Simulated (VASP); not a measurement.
# PbSe (Fm-3m) in VASP: single point with PBE+D3(BJ)

Aim: the single point of PbSe with PBE+D3(BJ).

All numbers are computed with VASP 6.6.1; they aren't measurements. Logs are shortened: lines on timing, memory, paths and dates and some standing lists are left out, and cuts for length are marked.

**What was measured.**

From a printed reference work, monograph, for a bulk crystal of PbSe at 4.2 K: band gap 0.15 eV (direct).

How close the calculation comes is told below.

**1. The cell of the first run**

It takes space group Fm-3m (No. 225, cubic). Conventional cell: a = 6.124 Å, b = 6.124 Å, c = 6.124 Å, α = 90.00°, β = 90.00°, γ = 90.00°. Pb (site symmetry m-3m) has 6 Se at 3.06 Å within 4.0 Å. Within 4.0 Å of Se (site symmetry m-3m) lie 6 Pb at 3.06 Å.

**2. Single point, PBE+D3(BJ)**

INCAR reads:

```
SYSTEM = PbSe
ALGO = Normal ; EDIFF = 1E-7
ENCUT = 520 ; GGA = PE
ISIF = 2 ; ISMEAR = 0
IVDW = 12 ; LASPH = .True.
LCHARG = .False. ; LREAL = .False.
LWAVE = .False. ; NBANDS = 17
NELM = 80 ; PREC = Accurate
SIGMA = 0.03
```

KPOINTS reads:

```
k-points
0
Gamma
  10 10 10
  0 0 0
```

POSCAR reads:

```
PbSe
1.0
    0.0000000000      3.0621500000      3.0621500000
    3.0621500000      0.0000000000      3.0621500000
    3.0621500000      3.0621500000      0.0000000000
Pb Se
1 1
Direct
    0.0000000000      0.0000000000      0.0000000000
    0.5000000000      0.5000000000      0.5000000000
```

Potentials or basis: VASP PAW PBE potentials, release 64 (Pb_d, Se).

Started as:

```
$ cat potpaw_PBE.64/Pb_d/POTCAR potpaw_PBE.64/Se/POTCAR > POTCAR
$ mpirun -np 1 vasp_std > vasp.out
```

OUTCAR:

```text
SYSTEM = PbSe
   EDIFF = 1E-7
   ENCUT = 520
   GGA = PE
   ISIF = 2
   ISMEAR = 0
   IVDW = 12
   LASPH = .True.
   LREAL = .False.
   NELM = 80
   PREC = Accurate
 IVDW          = 12

 ion  position               nearest neighbor table
   1  0.000  0.000  0.000-   2 3.06   2 3.06   2 3.06   2 3.06   2 3.06   2 3.06
   2  0.500  0.500  0.500-   1 3.06   1 3.06   1 3.06   1 3.06   1 3.06   1 3.06

  LATTYP: Found a face centered cubic cell.
 ALAT       =     6.1243000000

  Lattice vectors:

 A1 = (   0.0000000000,   3.0621500000,   3.0621500000)
 A2 = (   3.0621500000,   0.0000000000,   3.0621500000)
 A3 = (   3.0621500000,   3.0621500000,   0.0000000000)

Analysis of symmetry for initial positions (statically):
=====================================================================
 Subroutine PRICEL returns:
 Original cell was already a primitive cell.

 Routine SETGRP: Setting up the symmetry group for a
 face centered cubic supercell.

 Subroutine GETGRP returns: Found 48 space group operations
 (whereof 48 operations were pure point group operations)
 out of a pool of 48 trial point group operations.

The static configuration has the point symmetry O_h .

Analysis of symmetry for dynamics (positions and initial velocities):
=====================================================================
 Subroutine PRICEL returns:
 Original cell was already a primitive cell.

 Routine SETGRP: Setting up the symmetry group for a
 face centered cubic supercell.

 Subroutine GETGRP returns: Found 48 space group operations
 (whereof 48 operations were pure point group operations)
 out of a pool of 48 trial point group operations.

The dynamic configuration has the point symmetry O_h .

 Subroutine INISYM returns: Found 48 space group operations
 (whereof 48 operations are pure point group operations),
 and found     1 'primitive' translations

----------------------------------------------------------------------------------------

                                     Primitive cell

  volume of cell :      57.4261

  direct lattice vectors                    reciprocal lattice vectors
     0.000000000  3.062150000  3.062150000    -0.163283967  0.163283967  0.163283967
     3.062150000  0.000000000  3.062150000     0.163283967 -0.163283967  0.163283967
     3.062150000  3.062150000  0.000000000     0.163283967  0.163283967 -0.163283967

  length of vectors
     4.330534060  4.330534060  4.330534060     0.282816127  0.282816127  0.282816127

  position of ions in fractional coordinates (direct lattice)
     0.000000000  0.000000000  0.000000000
     0.500000000  0.500000000  0.500000000

  ion indices of the primitive-cell ions
   primitive index   ion index
                 1           1
                 2           2

----------------------------------------------------------------------------------------

 KPOINTS: k-points

Automatic generation of k-mesh.
 Grid dimensions read from file:
 generate k-points for:   10   10   10

 Generating k-lattice:

  Cartesian coordinates                     Fractional coordinates (reciprocal lattice)
    -0.016328397  0.016328397  0.016328397     0.100000000  0.000000000  0.000000000
     0.016328397 -0.016328397  0.016328397     0.000000000  0.100000000  0.000000000
     0.016328397  0.016328397 -0.016328397     0.000000000  0.000000000  0.100000000

  Length of vectors
     0.028281613  0.028281613  0.028281613

  Shift w.r.t. Gamma in fractional coordinates (k-lattice)
     0.000000000  0.000000000  0.000000000

 Subroutine IBZKPT returns following result:
 ===========================================

 Found     47 irreducible k-points:

 Following reciprocal coordinates:
            Coordinates               Weight
  0.000000  0.000000  0.000000      1.000000
  0.100000  0.000000  0.000000      8.000000
  0.200000  0.000000  0.000000      8.000000
  0.300000  0.000000  0.000000      8.000000
  0.400000  0.000000  0.000000      8.000000
  0.500000  0.000000  0.000000      4.000000
[... 16 lines left out ...]
  0.300000  0.300000  0.000000      6.000000
  0.400000  0.300000  0.000000     24.000000
 [... further k-points ...]
   k-points           NKPTS =     47   k-points in BZ     NKDIM =     47   number of bands    NBANDS=     17
   number of dos      NEDOS =    301   number of ions     NIONS =      2
   total plane-waves  NPLWV =  32768
   dimension x,y,z NGX =    32 NGY =   32 NGZ =   32
   dimension x,y,z NGXF=    64 NGYF=   64 NGZF=   64
   ions per type =               1   1
   NGX,Y,Z   is equivalent  to a cutoff of  12.28, 12.28, 12.28 a.u.
   NGXF,Y,Z  is equivalent  to a cutoff of  24.57, 24.57, 24.57 a.u.
 SYSTEM =  PbSe
   PREC   = accura    normal or accurate (medium, high low for compatibility)
   ISTART =      0    job   : 0-new  1-cont  2-samecut
   ICHARG =      2    charge: 1-file 2-atom 10-const
   ISPIN  =      1    spin polarized calculation?
   LNONCOLLINEAR =      F non collinear calculations
   LSORBIT =      F    spin-orbit coupling
   LASPH  =      T    aspherical Exc in radial PAW
   ENCUT  =  520.0 eV  38.22 Ry    6.18 a.u.   8.05  8.05  8.05*2*pi/ulx,y,z
   NELM   =     80;   NELMIN=  2; NELMDL= -5     # of ELM steps
   EDIFF  = 0.1E-06   stopping-criterion for ELM
   LREAL  =      F    real-space projection
   EDIFFG = 0.1E-05   stopping-criterion for IOM
   NSW    =      0    number of steps for IOM
   IBRION =     -1    ionic relax: 0-MD 1-quasi-New 2-CG
   NFREE  =      0    steps in history (QN), initial steepest desc. (CG)
   ISIF   =      2    stress and relaxation
   ISYM   =      2    0-nonsym 1-usesym 2-fastsym
   POTIM  = 0.5000    time-step for ionic-motion
   TEBEG  =    0.0;   TEEND  =   0.0 temperature during run
   PSTRESS=    0.0 pullay stress
   NELECT =      20.0000    total number of electrons
   NUPDOWN=      -1.0000    fix difference up-down
   EMIN   =  10.00;   EMAX   =-10.00  energy-range for DOS
   EFERMI =   0.00;   METHOD = LEGACY
   ISMEAR =     0;   SIGMA  =   0.03  broadening in eV -4-tet -1-fermi 0-gaus
   EFERMI_NEDOS =   21; number of points for ismear=-14 and -15
   IALGO  =     38    algorithm
   IMIX   =      4    mixing-type and parameters
     AMIX     =   0.40;   BMIX     =  1.00
     AMIX_MAG =   1.60;   BMIX_MAG =  1.00
  volume/ion in A,a.u.               =      28.71       193.77
  Fermi-wavevector in a.u.,A,eV,Ry     =   1.151812  2.176610 18.050462  1.326672
  Thomas-Fermi vector in A             =   2.288467
   LORBIT       =      0    0 simple, 1 ext, 2 COOP (PROOUT), +10 PAW based schemes
   GGA     = PE    functional components
   LHFCALC =     F    Hartree Fock is set to
   AEXX    =    0.0000 exact exchange contribution
   IVDW    =    12    specifies the selected vdW correction
   LEPSILON=     F    determine dielectric tensor
   LRPA    =     F    only Hartree local field effects (RPA)
 non-spin polarized calculation
 Gauss-broadening in eV      SIGMA  =   0.03
  energy-cutoff  :      520.00
  volume of cell :       57.43
 maximum number of plane-waves:      1572
   NGX = 17   NGY = 17   NGZ = 17

 number of electron      20.0000000 magnetization

 Free energy of the ion-electron system (eV)
  ---------------------------------------------------
  ext. energy  EPLUGINS =         0.00000000
  ---------------------------------------------------
  free energy    TOTEN  =        -8.17882579 eV

  energy without entropy =       -8.17882579  energy(sigma->0) =       -8.17882579

 E-fermi :   5.1798     XC(G=0):  -9.5231

 val. band max:        5.0508760183   @ k =   0.5000   0.0000   0.0000
 cond. band min:       5.3468706019   @ k =   0.5000   0.0000   0.0000
 fundamental gap:      0.2959945836
 Fermi energy:         5.1797632607

 k-point     1 :       0.0000    0.0000    0.0000
  band No.  band energies     occupation
      1     -11.7836      2.00000
      2     -11.7836      2.00000
      3     -11.7836      2.00000
      4     -11.7795      2.00000
      5     -11.7795      2.00000
      6      -8.5300      2.00000
[... 9 lines left out ...]
     16      11.5702      0.00000
     17      13.2297      0.00000

 k-point     2 :       0.1000    0.0000    0.0000
  band No.  band energies     occupation
      1     -11.7832      2.00000
      2     -11.7832      2.00000
      3     -11.7832      2.00000
      4     -11.7791      2.00000
      5     -11.7791      2.00000
      6      -8.4539      2.00000
[... 9 lines left out ...]
     16      11.7978      0.00000
     17      14.0206      0.00000

 k-point     3 :       0.2000    0.0000    0.0000
  band No.  band energies     occupation
      1     -11.7887      2.00000
      2     -11.7887      2.00000
      3     -11.7823      2.00000
      4     -11.7715      2.00000
      5     -11.7715      2.00000
      6      -8.2373      2.00000
[... 9 lines left out ...]
     16      12.3739      0.00000
     17      15.4655      0.00000

 k-point     4 :       0.3000    0.0000    0.0000
  band No.  band energies     occupation
      1     -11.7961      2.00000
      2     -11.7961      2.00000
      3     -11.7814      2.00000
      4     -11.7615      2.00000
      5     -11.7615      2.00000
      6      -7.9227      2.00000
[... 9 lines left out ...]
     16      13.2487      0.00000
     17      16.8324      0.00000
[... 343 lines left out ...]
      1     -11.8023      2.00000
      2     -11.7944      2.00000
      3     -11.7786      2.00000
      4     -11.7674      2.00000
      5     -11.7603      2.00000
      6      -7.8089      2.00000
[... 9 lines left out ...]
     16      14.5885      0.00000
     17      15.2042      0.00000

 k-point    23 :       0.3000    0.3000    0.0000
  band No.  band energies     occupation
      1     -11.8486      2.00000
      2     -11.7954      2.00000
      3     -11.7671      2.00000
      4     -11.7552      2.00000
      5     -11.7552      2.00000
      6      -7.6956      2.00000
[... 9 lines left out ...]
     16      15.0792      0.00000
     17      15.5900      0.00000

 k-point    24 :       0.4000    0.3000    0.0000
  band No.  band energies     occupation
      1     -11.8655      2.00000
      2     -11.7953      2.00000
      3     -11.7686      2.00000
      4     -11.7504      2.00000
      5     -11.7478      2.00000
      6      -7.4493      2.00000
[... 9 lines left out ...]
     16      15.7756      0.00000
     17      16.5070      0.00000

 [... further k-points ...]

------------------------ aborting loop because EDIFF is reached ----------------------------------------

 Edisp (eV)   -0.73547

 E8    (eV) :    -0.3431

  FORCE on cell =-STRESS in cart. coord.  units (eV):
  Direction    XX          YY          ZZ          XY          YZ          ZX
  --------------------------------------------------------------------------------------
  -------------------------------------------------------------------------------------
  Total       0.08477     0.08477     0.08477     0.00000     0.00000     0.00000
  in kB       2.36516     2.36516     2.36516     0.00000     0.00000     0.00000
  external pressure =        2.37 kB  Pullay stress =        0.00 kB

 VOLUME and BASIS-vectors are now :
 -----------------------------------------------------------------------------
  energy-cutoff  :      520.00
  volume of cell :       57.43
      direct lattice vectors                 reciprocal lattice vectors
     0.000000000  3.062150000  3.062150000    -0.163283967  0.163283967  0.163283967
     3.062150000  0.000000000  3.062150000     0.163283967 -0.163283967  0.163283967
     3.062150000  3.062150000  0.000000000     0.163283967  0.163283967 -0.163283967

 POSITION                                       TOTAL-FORCE (eV/Angst)
 -----------------------------------------------------------------------------------
      0.00000      0.00000      0.00000         0.000000      0.000000      0.000000
      3.06215      3.06215      3.06215        -0.000000     -0.000000     -0.000000
 -----------------------------------------------------------------------------------
    total drift:                                0.000000     -0.000000     -0.000000

  FREE ENERGIE OF THE ION-ELECTRON SYSTEM (eV)
  ---------------------------------------------------
  free  energy   TOTEN  =        -8.9143000700 eV

  energy  without entropy=       -8.9143000700  energy(sigma->0) =       -8.91430007
```

It took 17 s on 1 thread of Intel Xeon Platinum 8488C (Sapphire Rapids), shared host; peak memory 0.21 GiB.

Results:

| Property | Result |
| --- | --- |
| Free energy | -8.9143 eV |
| Pressure | 0.2 GPa |
| Band gap on the k mesh | 0.30 eV, direct |
| Dispersion energy per atom | -0.368 eV |

Levels at points of the mesh, in eV from the valence-band top:
```tsv
k point	band 6	band 7	band 8	band 9	band 10	band 11	band 12	band 13	band 14	band 15
(0.00, 0.00, 0.00)	-13.58	-6.31	-1.87	-1.87	-1.87	4.71	4.71	4.71	6.52	6.52
(0.50, 0.00, 0.00)	-12.52	-8.80	-1.46	-1.46	0.00	0.30	1.70	1.70	8.55	10.15
(0.50, 0.50, 0.00)	-12.15	-7.38	-4.97	-3.23	-3.23	3.70	5.61	5.61	6.04	11.29
```

Caveat: spin-orbit coupling is left out, which moves the levels of the heavy elements.

**3. How close it comes**

Step 2. Measured gap of PbSe: 0.15 eV (direct; 4.2 K; a printed reference work, monograph). This calculation gives 0.30 eV (+0.15 eV). 2 values of this kind are on record (0.15 to 0.28 eV); this one was drawn at random. Spin-orbit coupling on Pb, Se is left out. The value is that of PBE+D3(BJ) on a finite k mesh, which can miss the band edges, without temperature or zero-point motion.
